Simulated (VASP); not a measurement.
# CuI (P4/nmm) in VASP: further runs

One crystal, CuI, is run at these levels: PBE; tasks: single point.

Program: VASP 6.6.1. These are calculated values, not measurements. Logs are shortened: lines on timing, memory, paths and dates and some standing lists are left out, and cuts for length are marked.

## 1. Starting point

Symmetry: P4/nmm, No. 129, tetragonal system. The conventional cell has a = 4.115 Å, b = 4.115 Å, c = 5.779 Å, α = 90.00°, β = 90.00°, γ = 90.00°. Cu (site symmetry -4m2) is surrounded by 4 I at 2.66 Å and 4 Cu at 2.91 Å. I (site symmetry 4mm) has 4 Cu at 2.66 Å as nearest neighbours.

Measurements of this composition are mostly on another form, of space group No. 216.

## 2. Single point, PBE

Contents of INCAR:

```
SYSTEM = CuI
  PREC = Accurate
  ENCUT = 520
  EDIFF = 1E-7
  ISMEAR = 0
  SIGMA = 0.01
  LREAL = .False.
  LASPH = .True.
  NELM = 100
  ALGO = Fast
  ISIF = 2
  LWAVE = .False.
  LCHARG = .False.
  GGA = PE
  NBANDS = 26
```

Contents of KPOINTS:

```
regular mesh
0
Gamma
  4 4 3
  0 0 0
```

Contents of POSCAR:

```
CuI
1.0
    4.1146588160      0.0000000000      0.0000000000
    0.0000000000      4.1146588160      0.0000000000
    0.0000000000      0.0000000000      5.7794852235
Cu I
2 2
Direct
    0.0000000000      0.0000000000      0.0000000000
    0.5000000000      0.5000000000      0.0000000000
    0.0000000000      0.5000000000      0.2913000000
    0.5000000000      0.0000000000      0.7087000000
```

Potentials or basis: VASP PAW PBE potentials, release 64 (Cu, I).

Command:

```console
cat potpaw_PBE.64/Cu/POTCAR potpaw_PBE.64/I/POTCAR > POTCAR
mpirun -np 1 vasp_std > vasp.out
```

OUTCAR:

```text
SYSTEM = CuI
   PREC = Accurate
   ENCUT = 520
   EDIFF = 1E-7
   ISMEAR = 0
   LREAL = .False.
   LASPH = .True.
   NELM = 100
   ISIF = 2
   GGA = PE

 ion  position               nearest neighbor table
   1  0.000  0.000  0.000-   3 2.66   4 2.66   3 2.66   4 2.66
   2  0.500  0.500  0.000-   3 2.66   4 2.66   4 2.66   3 2.66
   3  0.000  0.500  0.291-   1 2.66   2 2.66   1 2.66   2 2.66
   4  0.500  0.000  0.709-   1 2.66   2 2.66   2 2.66   1 2.66

  LATTYP: Found a simple tetragonal cell.
 ALAT       =     4.1146588160
 C/A-ratio  =     1.4046086157

  Lattice vectors:

 A1 = (   4.1146588160,   0.0000000000,   0.0000000000)
 A2 = (   0.0000000000,   4.1146588160,   0.0000000000)
 A3 = (   0.0000000000,   0.0000000000,   5.7794852235)

Analysis of symmetry for initial positions (statically):
=====================================================================
 Subroutine PRICEL returns:
 Original cell was already a primitive cell.

 Routine SETGRP: Setting up the symmetry group for a
 simple tetragonal supercell.

 Subroutine GETGRP returns: Found 16 space group operations
 (whereof  8 operations were pure point group operations)
 out of a pool of 16 trial point group operations.

The static configuration has the point symmetry D_2d.
 The point group associated with its full space group is D_4h.

Analysis of symmetry for dynamics (positions and initial velocities):
=====================================================================
 Subroutine PRICEL returns:
 Original cell was already a primitive cell.

 Routine SETGRP: Setting up the symmetry group for a
 simple tetragonal supercell.

 Subroutine GETGRP returns: Found 16 space group operations
 (whereof  8 operations were pure point group operations)
 out of a pool of 16 trial point group operations.

The dynamic configuration has the point symmetry D_2d.
 The point group associated with its full space group is D_4h.

 Subroutine INISYM returns: Found 16 space group operations
 (whereof  8 operations are pure point group operations),
 and found     1 'primitive' translations

----------------------------------------------------------------------------------------

                                     Primitive cell

  volume of cell :      97.8491

  direct lattice vectors                    reciprocal lattice vectors
     4.114658816  0.000000000  0.000000000     0.243033516  0.000000000  0.000000000
     0.000000000  4.114658816  0.000000000     0.000000000  0.243033516  0.000000000
     0.000000000  0.000000000  5.779485224     0.000000000  0.000000000  0.173025791

  length of vectors
     4.114658816  4.114658816  5.779485224     0.243033516  0.243033516  0.173025791

  position of ions in fractional coordinates (direct lattice)
     0.000000000  0.000000000  0.000000000
     0.500000000  0.500000000  0.000000000
     0.000000000  0.500000000  0.291300000
     0.500000000  0.000000000  0.708700000

  ion indices of the primitive-cell ions
   primitive index   ion index
                 1           1
                 2           2
                 3           3
                 4           4

----------------------------------------------------------------------------------------

 KPOINTS: regular mesh

Automatic generation of k-mesh.
 Grid dimensions read from file:
 generate k-points for:    4    4    3

 Generating k-lattice:

  Cartesian coordinates                     Fractional coordinates (reciprocal lattice)
     0.060758379  0.000000000  0.000000000     0.250000000  0.000000000  0.000000000
     0.000000000  0.060758379  0.000000000     0.000000000  0.250000000  0.000000000
     0.000000000  0.000000000  0.057675264     0.000000000  0.000000000  0.333333333

  Length of vectors
     0.060758379  0.060758379  0.057675264

  Shift w.r.t. Gamma in fractional coordinates (k-lattice)
     0.000000000  0.000000000  0.000000000

 Subroutine IBZKPT returns following result:
 ===========================================

 Found     12 irreducible k-points:

 Following reciprocal coordinates:
            Coordinates               Weight
  0.000000  0.000000  0.000000      1.000000
  0.250000  0.000000  0.000000      4.000000
  0.500000  0.000000  0.000000      2.000000
  0.250000  0.250000  0.000000      4.000000
  0.500000  0.250000  0.000000      4.000000
  0.500000  0.500000  0.000000      1.000000
  0.000000  0.000000  0.333333      2.000000
  0.250000  0.000000  0.333333      8.000000
  0.500000  0.000000  0.333333      4.000000
  0.250000  0.250000  0.333333      8.000000
  0.500000  0.250000  0.333333      8.000000
  0.500000  0.500000  0.333333      2.000000
   k-points           NKPTS =     12   k-points in BZ     NKDIM =     12   number of bands    NBANDS=     26
   number of dos      NEDOS =    301   number of ions     NIONS =      4
   total plane-waves  NPLWV =  49152
   dimension x,y,z NGX =    32 NGY =   32 NGZ =   48
   dimension x,y,z NGXF=    64 NGYF=   64 NGZF=   96
   ions per type =               2   2
   NGX,Y,Z   is equivalent  to a cutoff of  12.93, 12.93, 13.81 a.u.
   NGXF,Y,Z  is equivalent  to a cutoff of  25.86, 25.86, 27.61 a.u.
 SYSTEM =  CuI
   PREC   = accura    normal or accurate (medium, high low for compatibility)
   ISTART =      0    job   : 0-new  1-cont  2-samecut
   ICHARG =      2    charge: 1-file 2-atom 10-const
   ISPIN  =      1    spin polarized calculation?
   LNONCOLLINEAR =      F non collinear calculations
   LSORBIT =      F    spin-orbit coupling
   LASPH  =      T    aspherical Exc in radial PAW
   ENCUT  =  520.0 eV  38.22 Ry    6.18 a.u.   7.65  7.65 10.75*2*pi/ulx,y,z
   NELM   =    100;   NELMIN=  2; NELMDL= -5     # of ELM steps
   EDIFF  = 0.1E-06   stopping-criterion for ELM
   LREAL  =      F    real-space projection
   EDIFFG = 0.1E-05   stopping-criterion for IOM
   NSW    =      0    number of steps for IOM
   IBRION =     -1    ionic relax: 0-MD 1-quasi-New 2-CG
   NFREE  =      0    steps in history (QN), initial steepest desc. (CG)
   ISIF   =      2    stress and relaxation
   ISYM   =      2    0-nonsym 1-usesym 2-fastsym
   POTIM  = 0.5000    time-step for ionic-motion
   TEBEG  =    0.0;   TEEND  =   0.0 temperature during run
   PSTRESS=    0.0 pullay stress
   NELECT =      36.0000    total number of electrons
   NUPDOWN=      -1.0000    fix difference up-down
   EMIN   =  10.00;   EMAX   =-10.00  energy-range for DOS
   EFERMI =   0.00;   METHOD = LEGACY
   ISMEAR =     0;   SIGMA  =   0.01  broadening in eV -4-tet -1-fermi 0-gaus
   EFERMI_NEDOS =   21; number of points for ismear=-14 and -15
   IALGO  =     68    algorithm
   IMIX   =      4    mixing-type and parameters
     AMIX     =   0.40;   BMIX     =  1.00
     AMIX_MAG =   1.60;   BMIX_MAG =  1.00
  volume/ion in A,a.u.               =      24.46       165.08
  Fermi-wavevector in a.u.,A,eV,Ry     =   1.173069  2.216778 18.722839  1.376090
  Thomas-Fermi vector in A             =   2.309487
   LORBIT       =      0    0 simple, 1 ext, 2 COOP (PROOUT), +10 PAW based schemes
   GGA     = PE    functional components
   LHFCALC =     F    Hartree Fock is set to
   AEXX    =    0.0000 exact exchange contribution
   IVDW    =     0    specifies the selected vdW correction
   LEPSILON=     F    determine dielectric tensor
   LRPA    =     F    only Hartree local field effects (RPA)
 non-spin polarized calculation
 RMM-DIIS sequential band-by-band and
 Gauss-broadening in eV      SIGMA  =   0.01
  energy-cutoff  :      520.00
  volume of cell :       97.85
 maximum number of plane-waves:      2669
 NGX is ok and might be reduce to    32
   NGX = 15   NGY = 15   NGZ = 21

 number of electron      35.9999960 magnetization

 Free energy of the ion-electron system (eV)
  ---------------------------------------------------
  ext. energy  EPLUGINS =         0.00000000
  ---------------------------------------------------
  free energy    TOTEN  =       -10.88233301 eV

  energy without entropy =      -10.88233301  energy(sigma->0) =      -10.88233301

 E-fermi :   5.7817     XC(G=0):  -9.6660

 val. band max:        5.7056471761   @ k =   0.0000   0.0000   0.0000
 cond. band min:       7.1331672157   @ k =   0.0000   0.0000   0.0000
 fundamental gap:      1.4275200396
 Fermi energy:         5.7816535025

 k-point     1 :       0.0000    0.0000    0.0000
  band No.  band energies     occupation
      1      -8.5970      2.00000
      2      -7.4684      2.00000
      3      -0.4010      2.00000
      4       2.0044      2.00000
      5       2.0044      2.00000
      6       2.0561      2.00000
[... 18 lines left out ...]
     25      13.9388      0.00000
     26      15.0638      0.00000

 k-point     2 :       0.2500    0.0000    0.0000
  band No.  band energies     occupation
      1      -8.3425      2.00000
      2      -7.5060      2.00000
      3       0.0569      2.00000
      4       1.0367      2.00000
      5       1.3858      2.00000
      6       2.0079      2.00000
[... 18 lines left out ...]
     25      13.4558      0.00000
     26      14.0976      0.00000

 k-point     3 :       0.5000    0.0000    0.0000
  band No.  band energies     occupation
      1      -7.8123      2.00000
      2      -7.8123      2.00000
      3       0.5141      2.00000
      4       0.5141      2.00000
      5       1.2035      2.00000
      6       1.2035      2.00000
[... 18 lines left out ...]
     25      12.8349      0.00000
     26      12.8365      0.00000

 k-point     4 :       0.2500    0.2500    0.0000
  band No.  band energies     occupation
      1      -8.1159      2.00000
      2      -7.4940      2.00000
      3       0.4619      2.00000
      4       0.6570      2.00000
      5       0.8950      2.00000
      6       1.7463      2.00000
[... 18 lines left out ...]
     25      12.8385      0.00000
     26      13.4883      0.00000

 k-point     5 :       0.5000    0.2500    0.0000
  band No.  band energies     occupation
      1      -7.6788      2.00000
      2      -7.6788      2.00000
      3       0.2032      2.00000
      4       0.2032      2.00000
      5       1.4399      2.00000
      6       1.4399      2.00000
[... 18 lines left out ...]
     25      14.6239      0.00000
     26      14.6241      0.00000

 k-point     6 :       0.5000    0.5000    0.0000
  band No.  band energies     occupation
      1      -7.5340      2.00000
      2      -7.5340      2.00000
      3      -0.2264      2.00000
      4      -0.2264      2.00000
      5       1.7821      2.00000
      6       1.7821      2.00000
[... 18 lines left out ...]
     25      16.4103      0.00000
     26      16.4420      0.00000

 k-point     7 :       0.0000    0.0000    0.3333
  band No.  band energies     occupation
      1      -8.3655      2.00000
      2      -7.7830      2.00000
      3       0.1579      2.00000
      4       1.3904      2.00000
      5       1.7296      2.00000
      6       1.7296      2.00000
[... 18 lines left out ...]
     25      12.0487      0.00000
     26      14.6919      0.00000

 k-point     8 :       0.2500    0.0000    0.3333
  band No.  band energies     occupation
      1      -8.1586      2.00000
      2      -7.7210      2.00000
      3      -0.0161      2.00000
      4       0.7078      2.00000
      5       1.6908      2.00000
      6       1.8636      2.00000
[... 18 lines left out ...]
     25      12.7166      0.00000
     26      12.8927      0.00000

 k-point     9 :       0.5000    0.0000    0.3333
  band No.  band energies     occupation
      1      -7.7954      2.00000
      2      -7.7954      2.00000
      3      -0.2061      2.00000
      4      -0.2061      2.00000
      5       2.0283      2.00000
      6       2.0283      2.00000
[... 18 lines left out ...]
     25      14.0590      0.00000
     26      14.0595      0.00000

 k-point    10 :       0.2500    0.2500    0.3333
  band No.  band energies     occupation
      1      -7.9724      2.00000
      2      -7.6447      2.00000
      3       0.1555      2.00000
      4       0.6990      2.00000
      5       0.9844      2.00000
      6       1.7300      2.00000
[... 18 lines left out ...]
     25      12.6941      0.00000
     26      13.4045      0.00000

 k-point    11 :       0.5000    0.2500    0.3333
  band No.  band energies     occupation
      1      -7.6671      2.00000
      2      -7.6671      2.00000
      3       0.0672      2.00000
      4       0.0672      2.00000
      5       1.4085      2.00000
      6       1.4085      2.00000
[... 18 lines left out ...]
     25      13.0676      0.00000
     26      13.0676      0.00000

 k-point    12 :       0.5000    0.5000    0.3333
  band No.  band energies     occupation
      1      -7.5285      2.00000
      2      -7.5285      2.00000
      3       0.1634      2.00000
      4       0.1634      2.00000
      5       1.3475      2.00000
      6       1.3475      2.00000
[... 18 lines left out ...]
     25      13.3201      0.00000
     26      13.3201      0.00000

------------------------ aborting loop because EDIFF is reached ----------------------------------------

  FORCE on cell =-STRESS in cart. coord.  units (eV):
  Direction    XX          YY          ZZ          XY          YZ          ZX
  --------------------------------------------------------------------------------------
  -------------------------------------------------------------------------------------
  Total        1.3000963      1.3000963      1.7888997      0.0000000      0.0000000      0.0000000
  in kB       21.2877266     21.2877266     29.2913751      0.0000000      0.0000000      0.0000000
  external PRESSURE =      23.9556094 kB  Pullay stress =       0.0000000 kB

 VOLUME and BASIS-vectors are now :
 -----------------------------------------------------------------------------
  energy-cutoff  :      520.00
  volume of cell :       97.85
      direct lattice vectors                 reciprocal lattice vectors
     4.114658816  0.000000000  0.000000000     0.243033516  0.000000000  0.000000000
     0.000000000  4.114658816  0.000000000     0.000000000  0.243033516  0.000000000
     0.000000000  0.000000000  5.779485224     0.000000000  0.000000000  0.173025791

 POSITION                                       TOTAL-FORCE (eV/Angst)
 -----------------------------------------------------------------------------------
      0.00000      0.00000      0.00000        -0.000000      0.000000      0.000000
      2.05733      2.05733      0.00000        -0.000000     -0.000000      0.000000
      0.00000      2.05733      1.68356         0.000000     -0.000000     -0.309479
      2.05733      0.00000      4.09592        -0.000000     -0.000000      0.309479
 -----------------------------------------------------------------------------------
    total drift:                                0.000000     -0.000000     -0.000000

  FREE ENERGIE OF THE ION-ELECTRON SYSTEM (eV)
  ---------------------------------------------------
  free  energy   TOTEN  =       -10.8823330117 eV

  energy  without entropy=      -10.8823330117  energy(sigma->0) =      -10.88233301
```

It took 1.8 min on 1 thread of AMD EPYC 7R43 (Zen 3), shared host; peak memory 0.18 GiB.

What came out:

| Item | Value |
| --- | --- |
| Free energy | -10.8823 eV |
| Pressure | 2.4 GPa |
| Largest force | 0.309 eV/Å |
| Band gap on the k mesh | 1.43 eV, direct |

Forces in eV/Å, atoms in the order of the input:
```
Cu   0.000  0.000  0.000
Cu   0.000  0.000  0.000
I    0.000  0.000 -0.309
I    0.000  0.000  0.309
```

Stress tensor (GPa, compression positive):
```
2.13 0.00 0.00
0.00 2.13 0.00
0.00 0.00 2.93
```

Caveat: spin-orbit coupling is left out, which moves the levels of the heavy elements.

## 3. Single point, PBE

This run uses another cell than the first one, of 23.78 Å³/atom, 0.972 times its volume.

Contents of INCAR:

```
SYSTEM = CuI
PREC = Accurate ; ENCUT = 520
EDIFF = 1E-6 ; ISMEAR = 0
SIGMA = 0.01 ; LREAL = .False.
LASPH = .True. ; NELM = 100
ALGO = Fast ; ISIF = 2
LWAVE = .False. ; LCHARG = .False.
GGA = PE ; NBANDS = 26
```

Contents of KPOINTS:

```
Automatic mesh
0
Gamma
  4 4 3
  0 0 0
```

Contents of POSCAR:

```
CuI
1.0
    4.0758389656      0.0000000000      0.0000000000
    0.0000000000      4.0758389656      0.0000000000
    0.0000000000      0.0000000000      5.7249585272
Cu I
2 2
Direct
    0.0000000000      0.0000000000      0.0000000000
    0.5000000000      0.5000000000      0.0000000000
    0.0000000000      0.5000000000      0.2913000000
    0.5000000000      0.0000000000      0.7087000000
```

Potentials or basis: VASP PAW PBE potentials, release 64 (Cu, I).

Command:

```console
cat potpaw_PBE.64/Cu/POTCAR potpaw_PBE.64/I/POTCAR > POTCAR
mpirun -np 1 vasp_std > vasp.out
```

Wall time 90 s (1 thread of AMD EPYC 7R43 (Zen 3), shared host); peak memory 0.16 GiB.

It converged, with:

```
Free energy            : -10.8272 eV
Pressure               : 4.2 GPa
Largest force          : 0.101 eV/Å
Band gap on the k mesh : 1.49 eV, direct
```

Forces on the atoms (eV/Å):
```
Cu   0.000  0.000  0.000
Cu   0.000  0.000  0.000
I    0.000  0.000 -0.101
I    0.000  0.000  0.101
```

Stress tensor (GPa, compression positive):
```
3.84 0.00 0.00
0.00 3.84 0.00
0.00 0.00 4.79
```

Levels at points of the mesh, in eV from the valence-band top:
```csv
k point,band 16,band 17,band 18,band 19,band 20,band 21
"(0.00, 0.00, 0.00)",-1.17,0.00,0.00,1.49,2.55,3.22
"(0.50, 0.00, 0.00)",-1.42,-0.81,-0.81,3.86,3.86,4.30
"(0.50, 0.50, 0.00)",-1.87,-1.41,-1.41,2.19,2.19,2.33
```

Caveat: spin-orbit coupling is left out, which moves the levels of the heavy elements. Expect the measured gap to be larger: semilocal functionals such as PBE lack the derivative discontinuity.
